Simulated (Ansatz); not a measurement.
In: pressure and energy change per atom as volume scale varies

Plane-wave DFT, scalar-relativistic PAW made under PBE with cores redone for the functional, no dispersion; the given relaxed cell is scaled uniformly, energy at zero smearing counts from the unscaled cell, pressure at the given Fermi-Dirac smearing is positive in compression. The results are calculated, by Ansatz 0.2.0.

The cell before it is scaled or strained (space group P6/mmm, No. 191):
```
CELL_PARAMETERS angstrom
5.38300 0.00000 0.00000
-2.69150 4.66180 0.00000
0.00000 0.00000 3.33740
ATOMIC_POSITIONS crystal
In 0.00000 0.00000 0.00000
In 0.33333 0.66667 0.50000
In 0.66667 0.33333 0.50000
```

Settings of every row: spin polarised no; functional PBE; wave cutoff 420 eV; smearing width 0.1 eV; k mesh 8x8x11.

Atom starting moment: 0 on all atoms.

Limits: the cell comes from a prototype or a list of computed structures and needn't be the stable phase.

```
row  volume scale  V (Å³/atom)  pressure (GPa)  energy change per atom (meV)
  1          0.88       24.567            6.13                         56.41
  2          0.92       25.683             3.6                         23.24
  3          0.96         26.8            1.63                          5.58
  4          1.04       29.033               ?                             ?
  5          1.08        30.15           -1.99                         14.69
  6          1.12       31.267           -2.72                         31.38
```

Question: what pressure and energy change per atom should row 4 give?

Worked fit of pressure. Take u = (V_r/V)^(2/3) − 1 with V_r = 26.8 Å³ an atom, which is twice the finite (Eulerian) strain; such expansions in the strain, on which the Birch-Murnaghan equation of state is built, carry the rest volume and the bulk modulus. The shown rows have u = 0.05971, 0.02879, 0, -0.07552, -0.09767. Least squares give pressure = 1.638 + 63.33 × u + 194.8 × u² GPa; a straight line predicts inner rows, each left out in turn, worse (root mean square 0.51 against 0.049 GPa). The rows lie off it by 0.02, -0.02, -0.01, 0.04, -0.03. The pressure vanishes at u = -0.0283, or V = 27.98 Å³ an atom, and there the bulk modulus at fixed shape and fractions is B = −V dP/dV = (2/3)(1 + u) dP/du = 33.9 GPa. Letting shape and atoms relax would as a rule lower it, by much in layered, chain or molecular crystals. The withheld row has u = -0.05196, so the fit gives 1.638 + 63.33 × (-0.05196) + 194.8 × (-0.05196)² = -1.13 GPa.

The calculation gave -1.07 GPa. The fit lies 0.06 GPa (5.6 % of the value, 0.68 % of the column's range) below it; its largest miss of a shown row is 0.04 GPa.

Worked fit of energy change per atom. Take u = (V_r/V)^(2/3) − 1 with V_r = 26.8 Å³ an atom, which is twice the finite (Eulerian) strain; such expansions in the strain, on which the Birch-Murnaghan equation of state is built, carry the rest volume and the bulk modulus. The shown rows have u = 0.05971, 0.02879, 0, -0.07552, -0.09767. Least squares give energy change per atom = 5.622 + 423.12 × u + 7079.9 × u² meV; a straight line predicts inner rows, each left out in turn, worse (root mean square 19 against 0.75 meV). The rows lie off it by 0.28, -0.43, -0.04, 0.64, -0.45 (root mean square 0.42 meV). The withheld row has u = -0.05196, so the fit gives 5.622 + 423.12 × (-0.05196) + 7079.9 × (-0.05196)² = 2.75 meV.

The calculation gave 3.74 meV. The fit lies 0.99 meV (26 % of the value, 1.9 % of the column's range) below it; its largest miss of a shown row is 0.64 meV.
